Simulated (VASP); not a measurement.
Wanted: the native input for a VASP 6.6.1 run.

- Task: relaxation of the atoms
- Functional: PBE
- Potentials or basis: VASP PAW PBE potentials, release 64 (Zn, Se)
- Cutoff: 600 eV
- k mesh: 8 × 8 × 8
- Occupations: gaussian, width 0.03 eV
- Spin: no spin polarisation
- Further INCAR settings: ALGO = Normal; EDIFF = 1e-07; IBRION = 2; EDIFFG = -0.01; NSW = 40

The structure of ZnSe (Stilleite) lies in POSCAR:

```
ZnSe                                    
1.0
    0.0000000000      2.8694707347      2.8694707347
    2.8694707347      0.0000000000      2.8694707347
    2.8694707347      2.8694707347      0.0000000000
  Zn              Se            
     1     1
Direct
     1.0000000000000000    1.0000000000000000    1.0000000000000000
     0.2500000000000000    0.2500000000000000    0.2500000000000000
```

These files were run (other wordings do the same):

INCAR

```
SYSTEM = ZnSe
  ALGO = Normal
  EDIFF = 1E-7
  EDIFFG = -0.01
  ENCUT = 600
  GGA = PE
  IBRION = 2
  ISIF = 2
  ISMEAR = 0
  LASPH = .True.
  LCHARG = .False.
  LREAL = .False.
  LWAVE = .False.
  NELM = 80
  NSW = 40
  PREC = Accurate
  SIGMA = 0.03
```

KPOINTS

```
k-points
0
Gamma
  8 8 8
  0 0 0
```

Potentials or basis: VASP PAW PBE potentials, release 64 (Zn, Se).

Run with:

```sh
$ cat potpaw_PBE.64/Zn/POTCAR potpaw_PBE.64/Se/POTCAR > POTCAR
$ mpirun -np 1 vasp_std > vasp.out
```

Results of the run:

The pressure after relaxing is 0.0 GPa and the band gap on the k mesh is 1.14 eV, direct.

Caveat: the relaxation stopped at its first step, so nothing moved.

It took 15 s on 1 thread of Intel(R) Xeon(R) Platinum 8259CL CPU @ 2.50GHz (Skylake/Cascade Lake) (shared host), peak memory 0.18 GiB.
